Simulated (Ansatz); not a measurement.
## Al: rattling a relaxed structure

The cell was found from a structure generator's guess, not taken from experiment.

The calculation used DFT PBE, scalar-relativistic, plane waves, PAW in Ansatz. Settings: cutoff 420 eV, Γ-centred mesh 18×18×18 on the computed 4-atom cell, Gaussian smearing of 0.10 eV; no spin polarisation.

The cell below (4 atoms, space group Immm (No. 71)) is relaxed within its symmetry.

```cif
data_structure
_symmetry_space_group_name_H-M 'P 1'
_symmetry_Int_Tables_number 1
_cell_length_a 5.4437
_cell_length_b 5.4437
_cell_length_c 5.4437
_cell_angle_alpha 150.153
_cell_angle_beta 118.603
_cell_angle_gamma 69.751
_cell_volume 69.60
loop_
_atom_site_label
_atom_site_type_symbol
_atom_site_fract_x
_atom_site_fract_y
_atom_site_fract_z
_atom_site_occupancy
Al1 Al 0.74266 0.00000 0.74266 1
Al2 Al 0.25734 0.00000 0.25734 1
Al3 Al 0.22485 0.72485 0.50000 1
Al4 Al 0.77515 0.27515 0.50000 1
```

For the test a repeat of it with 8 atoms (edges 5.44, 5.44, 5.61 Å) was strained at random (σ = 1.5 % a component), the atoms were moved at random (σ = 0.10 Å), and all was relaxed again on a coarse 6×6×4 mesh (in the run’s order of axes) with 0.20 eV smearing, with no symmetry imposed.

Task: What happens?

Result: It doesn't return. The energy falls by 60 meV/atom on that mesh, the volume changes by -4.3 %, and the end has space group Cmcm (No. 63) at a loose tolerance. Relaxed again on a 22×22×12 mesh with 0.10 eV smearing, the new structure lies 49 meV/atom below the first (mesh in the axes of the run's cell; the cell below is made exact in the group named). Space group P6_3/mmc (No. 194), hexagonal, a = 2.851 Å, c = 4.729 Å. Al is surrounded by 12 Al at 2.85–2.88 Å.

```cif
data_structure
_symmetry_space_group_name_H-M 'P 1'
_symmetry_Int_Tables_number 1
_cell_length_a 2.8509
_cell_length_b 2.8509
_cell_length_c 4.7292
_cell_angle_alpha 90.000
_cell_angle_beta 90.000
_cell_angle_gamma 120.000
_cell_volume 33.29
loop_
_atom_site_label
_atom_site_type_symbol
_atom_site_fract_x
_atom_site_fract_y
_atom_site_fract_z
_atom_site_occupancy
Al1 Al 0.33333 0.66667 0.75000 1
Al2 Al 0.66667 0.33333 0.25000 1
```
